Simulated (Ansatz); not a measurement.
A set of 12 reactions (hydrogen abstraction), with CCSD(T)/CBS values in kJ/mol:

```csv
reaction,ΔE
`C[CH2][InH][OH]` + `[CH3]`• → `C[CH2][In][OH]`• + CH₄,-173.3
`[SH][AlH][Br]` + `[OH]`• → `[SH][Al][Br]`• + H₂O,-163.8
`CO[SiH2]N` + `[CH3]`• → `CO[SiH]N`• + CH₄,-50.2
`O[SiH](O)[SiH3]` + `[OH]`• → `O[Si](O)[SiH3]`• + H₂O,-124.3
`[CH3][AlH][O][SiH3]` + `[SiH3]`• → `[CH3][Al][O][SiH3]`• + SiH₄,-33.7
`CBr` + `[CH3]`• → `[CH2]Br`• + CH₄,-17.0
`[SiH3][GeH2][SiH3]` + F• → `[SiH2][GeH2][SiH3]`• + H–F,-199.7
`COBCl` + `F[C](F)F`• → `CO[B]Cl`• + `FC(F)F`,-12.9
`C[CH2][InH][OH]` + H• → `C[CH2][In][OH]`• + H₂,-161.6
`[SH][AlH][Br]` + `[SiH3]`• → `[SH][Al][Br]`• + SiH₄,-41.2
`CBr` + `[SiH3]`• → `[CH2]Br`• + SiH₄,48.4
`O[SiH](O)[SiH3]` + `[CH3]`• → `O[SiH](O)[SiH2]`• + CH₄,-80.5
```

Isolated molecules relaxed with PBE0-D4/def2-TZVP in Ansatz; ΔE leaves out vibrations. CBS: MP2 limit from def2 TZ/QZ plus the TZ coupled-cluster correction, frozen cores. This one scheme is used for every species, atoms too. DFT in def2-TZVPP. B3LYP here is the variant with VWN-RPA as its local correlation; programs differ in this. No spin–orbit coupling; open shells (•) take unrestricted orbitals. Spin–orbit coupling would lower the free atoms: a little for F. def2 core potentials past Kr. For Br, Ge, In outer-core shells are correlated without core-valence functions, so the limit isn't a true one: a few kJ/mol of doubt a bond, and 10 to 20 or more in all where bonds break to atoms. Scalar relativity is left out up to krypton. Each species was taken in one conformer, which may not be the lowest.

Q: Give the mean, mean absolute and largest difference (level minus CCSD(T)/CBS, kJ/mol) for: PBE-D4, PBE0-D4, B3LYP-D4, ωB97X-V, ωB97M-V, B2PLYP, PBE0, SCS-MP2/def2-TZVPP, CCSD(T)/def2-TZVPP, HF/def2-QZVPP, SCS-MP2/def2-QZVPP, HF/CBS(def2), MP2/CBS(def2), CCSD/CBS(def2). (Best estimate.)

A: Computed: 
```json
{"level": "PBE-D4", "mean": "-12.1", "mean absolute": "13.5", "largest": "-23.9"}
{"level": "PBE0-D4", "mean": "-2.5", "mean absolute": "4.9", "largest": "-12.2"}
{"level": "B3LYP-D4", "mean": "-3.1", "mean absolute": "7.4", "largest": "-22.4"}
{"level": "ωB97X-V", "mean": "5.7", "mean absolute": "7.7", "largest": "18.8"}
{"level": "ωB97M-V", "mean": "3.6", "mean absolute": "4.8", "largest": "14.5"}
{"level": "B2PLYP", "mean": "-0.6", "mean absolute": "4.4", "largest": "-8.9"}
{"level": "PBE0", "mean": "-2.3", "mean absolute": "5.0", "largest": "-12.7"}
{"level": "SCS-MP2/def2-TZVPP", "mean": "3.2", "mean absolute": "3.5", "largest": "9.3"}
{"level": "CCSD(T)/def2-TZVPP", "mean": "3.6", "mean absolute": "3.7", "largest": "11.2"}
{"level": "HF/def2-QZVPP", "mean": "33.6", "mean absolute": "36.2", "largest": "103.7"}
{"level": "SCS-MP2/def2-QZVPP", "mean": "1.1", "mean absolute": "2.3", "largest": "7.7"}
{"level": "HF/CBS(def2)", "mean": "33.5", "mean absolute": "36.1", "largest": "103.6"}
{"level": "MP2/CBS(def2)", "mean": "-6.5", "mean absolute": "10.8", "largest": "-26.9"}
{"level": "CCSD/CBS(def2)", "mean": "3.1", "mean absolute": "3.4", "largest": "7.5"}
```

The largest T1 diagnostic in the set is 0.018, for `C[CH2][In][OH]`• (customary mark 0.045).

CCSD(T)/CBS is a level of theory with its own doubt, and the functionals carry their triple-zeta basis error, so these figures describe this set and don't rank the functionals.
